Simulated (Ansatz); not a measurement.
A surface is cut from this relaxed crystal of AlCo:

Space group Pm-3m (No. 221). a = 2.823 Å, b = 2.823 Å, c = 2.823 Å, α = 90.00°, β = 90.00°, γ = 90.00°
| atom | site | symmetry | x | y | z |
| --- | --- | --- | --- | --- | --- |
| Al | 1a | m-3m | 0.0000 | 0.0000 | 0.0000 |
| Co | 1b | m-3m | 0.5000 | 0.5000 | 0.5000 |

Miller indices refer to the conventional cell of Pm-3m (No. 221), a = 2.823 Å, b = 2.823 Å, c = 2.823 Å, α = 90.00°, β = 90.00°, γ = 90.00°.

The (100) slab of 8 planes, 9.9 Å thick with 15 Å of vacuum as cut; outer planes Al (top) and Co (bottom).

These are results of Ansatz, DFT PBEsol, scalar-relativistic, plane waves, PAW, not measurements. Cutoff 420 eV; k points 12×12×1 on the computed 8-atom cell (Γ-centred); Gaussian smearing, width 0.10 eV; no spin polarisation. A dipole correction removes the field between periodic images along c.

Results for the relaxed slab:

For the relaxed slab, the surface energy (mean of both faces) is 3.33 J/m². The work function is 3.91 eV (top), 4.51 eV (bottom) and the dipole of the slab along +c, per cell is 0.03 e·Å.

Relaxation lowers the energy by 0.086 J/m² a face; the largest move is 0.078 Å.

```tsv
plane (bottom to top)	atoms	spacing to next, bulk (Å)	relaxed (Å)	change (%)
1	Co	1.411	1.274	-9.7
2	Al	1.411	1.464	+3.7
3	Co	1.411	1.386	-1.8
4	Al	1.411	1.427	+1.1
5	Co	1.411	1.416	+0.3
6	Al	1.411	1.487	+5.3
7	Co	1.411	1.327	-5.9
8	Al
```

Spin polarisation was left out, and a magnetic state may lie lower.